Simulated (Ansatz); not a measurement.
Input and command of a plane-wave DFT calculation in Ansatz:

```yaml
crystal:
  lattice:
    - [3.7816848469, 0.0, 0.0]
    - [0.0, 3.7816848469, 0.0]
    - [0.0, 0.0, 3.9051684337]
  atoms:
    - { symbol: Sr, position: [0.5, 0.5, 0.5] }
    - { symbol: V, position: [0.0, 0.0, 0.0], spin: 0.29 }
    - { symbol: O, position: [0.5, 0.0, 0.0] }
    - { symbol: O, position: [0.0, 0.5, 0.0] }
    - { symbol: O, position: [0.0, 0.0, 0.5] }
basis:
  ecutwfc: 420
kpoints:
  mp_grid: { grid: [10, 10, 10] }
hamiltonian:
  xc: pbe
scf:
  occupations: { method: gaussian, width: 0.1 }
output:
  forces: true
  stress: true
  eigenvalues: true
  populations: true
magnetization:
  spin_polarized: true
relax:
  adjacent_minimum: "off"
  f_tol: 0.008
  max_steps: 40
  cell: { stress_tol: 0.015, fix: [a, b, gamma] }
```

```bash
ansatz run input.yaml --threads 1 --pin off --max-ram 2560MiB --backend cpu --events-out ev --progress --plain --runs-dir out
```

Processor: Arm Neoverse V2, 1 thread, on a host shared with other jobs.

Estimate time, memory and problem size.

About 2.7 min on 1 thread of Arm Neoverse V2 (shared host), peak memory 0.54 GiB. It solves 26 bands at 126 k points (the mesh reduced by symmetry) with about 1085 plane waves (on the last cell), in 55 SCF iterations over 6 ionic steps.
